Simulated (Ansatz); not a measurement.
**Li: stress in a strained cell**

Li is deformed so: equal xy, yz and zx engineering shear strains of +2 %. What stress and forces result, by LAPW, PAW and all-electron datasets made for the crystal?

Method: DFT PBE, scalar-relativistic, in Ansatz 0.2.0.

## (1) The structure to begin with

Symmetry: Fm-3m, No. 225, cubic system. The conventional cell has a = 4.404 Å, b = 4.404 Å, c = 4.404 Å, α = 90.00°, β = 90.00°, γ = 90.00°. Li (site symmetry m-3m) has 12 Li at 3.11 Å as nearest neighbours.

Coordinates:

```cif
data_structure
_symmetry_space_group_name_H-M 'P 1'
_symmetry_Int_Tables_number 1
_cell_length_a 3.1141
_cell_length_b 3.1141
_cell_length_c 3.1141
_cell_angle_alpha 60.000
_cell_angle_beta 60.000
_cell_angle_gamma 60.000
_cell_volume 21.35
loop_
_atom_site_label
_atom_site_type_symbol
_atom_site_fract_x
_atom_site_fract_y
_atom_site_fract_z
_atom_site_occupancy
Li1 Li 0.00000 0.00000 0.00000 1
```

## (2) The deformed structure

Space group Fm-3m before, R-3m after.

## (3) All-electron LAPW

Input file input.yaml:

```yaml
crystal:
  lattice:
    - [0.04404, 2.22402, 2.22402]
    - [2.22402, 0.04404, 2.22402]
    - [2.22402, 2.22402, 0.04404]
  atoms:
    - { symbol: Li, position: [0.0, 0.0, 0.0] }
kpoints:
  mp_grid: { grid: [13, 13, 13] }
  band_path:
    path:
      - [0.0, 0.0, 0.0]
      - [0.5, 0.5, 0.5]
      - [0.2451701269, 0.5, 0.7548298731]
      - [-0.2451701269, 0.2451701269, 0.5]
      - [0.0, 0.0, 0.5]
      - [0.0, 0.0, 0.0]
      - [-0.3725850634, 0.0, 0.3725850634]
      - [0.0, 0.3725850634, 0.6274149366]
      - [0.0, 0.5, 0.5]
    npoints: 5
scf:
  occupations: { method: fermi_dirac, width: 0.08 }
hamiltonian:
  xc: pbe
  pseudopotentials: { kind: all_electron, lapw: { basis_error: 0.00025 } }
output:
  forces: true
  stress: true
  eigenvalues: true
```

Launch:

```sh
> ansatz run input.yaml --threads 1 --pin off --max-ram 3072MiB --backend cpu --events-out ev --progress --plain --runs-dir out
```

## (4) PAW with frozen cores

Input file input.yaml:

```yaml
crystal:
  lattice:
    - [0.04404, 2.22402, 2.22402]
    - [2.22402, 0.04404, 2.22402]
    - [2.22402, 2.22402, 0.04404]
  atoms:
    - { symbol: Li, position: [0.0, 0.0, 0.0] }
kpoints:
  mp_grid: { grid: [13, 13, 13] }
scf:
  occupations: { method: fermi_dirac, width: 0.08 }
hamiltonian:
  xc: pbe
  pseudopotentials: { kind: paw }
output:
  forces: true
  stress: true
  eigenvalues: true
  efg: { contact_densities: true }
```

## (5) Datasets made for this crystal

input.yaml: that of step 4 with these lines changed.

```diff
@@ -13,3 +13,3 @@
   xc: pbe
-  pseudopotentials: { kind: paw }
+  pseudopotentials: { kind: all_electron, datasets: crystal }
 output:
```

(Steps that only read results are left out.)

Q: Predict the outcome of this session. Wanted: pressure; largest shear or deviatoric stress.

The runs gave:

| quantity | value |
| --- | --- |
| pressure | LAPW -0.67, PAW -0.67, crystal datasets -0.67 GPa |
| largest shear or deviatoric stress (LAPW) | 0.14 GPa |

What this shows: The largest part of the stress beyond the pressure is 0.14 GPa in size. No run of the undeformed cell stands beside it, so the pressure holds what the given cell had before the change. PAW: stress within 0.01 GPa of LAPW. Crystal datasets: stress within 0.01 GPa of LAPW.
